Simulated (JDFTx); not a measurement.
Wanted: the native input for a JDFTx 1.7.0 (patched build) run.

* Task: relaxation of cell and atoms
* Functional: PBEsol
* Potentials or basis: PseudoDojo-SR-PBEsol-0.4.1-standard
* Cutoff: 1116 eV
* Density cutoff: 8925 eV
* k mesh: 10 × 10 × 5
* Occupations: fermi-dirac, width 0.05 eV
* Spin: no spin polarisation
* Bands: 14
* Density cutoff over wavefunction cutoff: 8
* Max SCF steps: 100
* SCF threshold on the energy: 1e-09 Ha
* Solver of the electrons: scf
* Further solve for the empty bands: no

SiC (Moissanite):

```
Si C
1.0
     3.07600    0.00000    0.00000
    -1.53800    2.66389    0.00000
     0.00000    0.00000    5.04800
Si C
2 2
Cartesian
  1.5380 0.8880 2.5240
  0.0000 1.7759 0.0000
  1.5380 0.8880 4.4675
  0.0000 1.7759 1.9435
```

One way to write it, as run:

SiC.in

```
lattice \
    5.8127975593    -2.9063987797     0.0000000000 \
    0.0000000000     5.0340303534     0.0000000000 \
    0.0000000000     0.0000000000     9.5393374771
coords-type Lattice
ion Si     0.6666666667     0.3333333333     0.5000000000 1
ion Si     0.3333333333     0.6666666667     0.0000000000 1
ion C      0.6666666667     0.3333333333     0.8850000000 1
ion C      0.3333333333     0.6666666667     0.3850000000 1

ion-species pseudo/Si.upf
ion-species pseudo/C.upf
elec-cutoff 41 328
elec-ex-corr gga-PBEsol
kpoint-folding 10 10 5
elec-smearing Fermi 0.0018374661
elec-n-bands 14
electronic-SCF nIterations 100 energyDiffThreshold 1e-09
electronic-minimize nIterations 30 energyDiffThreshold 1e-7
forces-output-coords Cartesian
lattice-minimize nIterations 40 energyDiffThreshold 1e-6

dump-name run.$VAR
dump End Ecomponents EigStats BandEigs Kpoints Forces Stress ElecDensity Dtot KEdensity
```

Potentials or basis: PseudoDojo-SR-PBEsol-0.4.1-standard.

Launch:

```sh
$ jdftx -c 1 -i SiC.in -o SiC.out
```

Results of the run:

```yaml
Energy_gained_by_relaxing: 9.1 meV/atom
Ionic_steps: 8
Pressure_after_relaxing: 0.0 GPa
Band_gap_on_the_k_mesh: 2.28 eV, indirect (least direct gap 3.86 eV)
Loewdin_charges: Si +1.09; C -1.01 e
```

Caveat: an odd mesh through Γ misses points on the zone boundary, where band edges often lie.

It took 7 min on 1 thread of Arm Neoverse V1, with other jobs on the host, peak memory 0.21 GiB.
